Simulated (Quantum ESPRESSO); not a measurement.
Runs of Quantum ESPRESSO 7.5 on GaSb. The structure is cubic, space group F-43m (No. 216). The conventional cell has a = 6.118 Å, b = 6.118 Å, c = 6.118 Å, α = 90.00°, β = 90.00°, γ = 90.00°. Sb (site symmetry -43m) has 4 Ga at 2.65 Å as nearest neighbours. Around Ga (site symmetry -43m) lie 4 Sb at 2.65 Å. 

| task | level | potentials or basis | cell | k mesh | cutoff (eV) | smearing | SCF threshold | q mesh for exact exchange | cutoff for exact exchange | mesh quality | gap on the mesh (eV) | pressure (GPa) | V0 of scaled cells (Å³/atom) | B0 (GPa) |
| --- | --- | --- | --- | --- | --- | --- | --- | --- | --- | --- | --- | --- | --- | --- |
| single point | PBE | SG15 PBE 1.2 | as given | 4 × 4 × 4 | 952 | fermi-dirac 0.05 eV | 4e-10 Ry | - | - | coarse | none | - | - | - |
| band structure | PBE | PseudoDojo 0.5 SR PBE standard | as given | 8 × 8 × 8 | 1088 | fermi-dirac 0.05 eV | 4e-10 Ry | - | - | not flagged | none | (b) | - | - |
| equation of state | PBE | JTH 2.0 PBE | as given | 8 × 8 × 8 | 490 | fermi-dirac 0.05 eV | 4e-10 Ry | - | - | not flagged | - | - | 30.00 | 44 |
| single point | PBE | PseudoDojo 0.5 SR PBE standard | volume scaled by 1.15 | 4 × 4 × 4 | 1088 | fermi-dirac 0.05 eV | 4e-10 Ry | - | - | coarse | none | -2.8 | - | - |
| equation of state | vdW-DF-C09 | PseudoDojo 0.4.1 SR PBE standard | as given | 8 × 8 × 8 | 1088 | fermi-dirac 0.05 eV | 4e-10 Ry | - | - | not flagged | - | - | 28.50 | (a) |
| phonons | BLYP | PseudoDojo 0.4.1 SR PBE standard | relaxed | 8 × 8 × 8 | 1088 | cold 0.272 eV | 4e-10 Ry | - | - | not flagged | none | 0.5 | - | - |
| phonons | PBE | SSSP 1.3 efficiency PBE | relaxed | 6 × 6 × 6 | 952 | cold 0.272 eV | 4e-10 Ry | - | - | coarse | none | 0.0 | - | - |

Alike in all rows: no spin polarisation.

**Question.** Estimate the missing entries.

**Answer.** (a) 51; (b) 2.3.

Caveats: some runs use coarse meshes; this crystal is a semiconductor, whose small gap the functional closes, so the metal is an error of the method (some runs); the potentials were made for another functional, which shifts forces and pressure (some runs); spin-orbit coupling is left out, which moves the levels of the heavy elements (some runs); the cutoff is low for these files, which shifts pressure and relaxed volume (some runs); before the sum rule the acoustic modes lie tens of cm⁻¹ from zero, a sign that the density grid also shifts the optical modes (some runs); the mesh is thin for the phonons of a metal (some runs).

A k mesh can miss the band edges, and the runs leave out spin-orbit coupling on Ga, Sb.

A gap of «none» marks a metal or a gap under the smearing width.
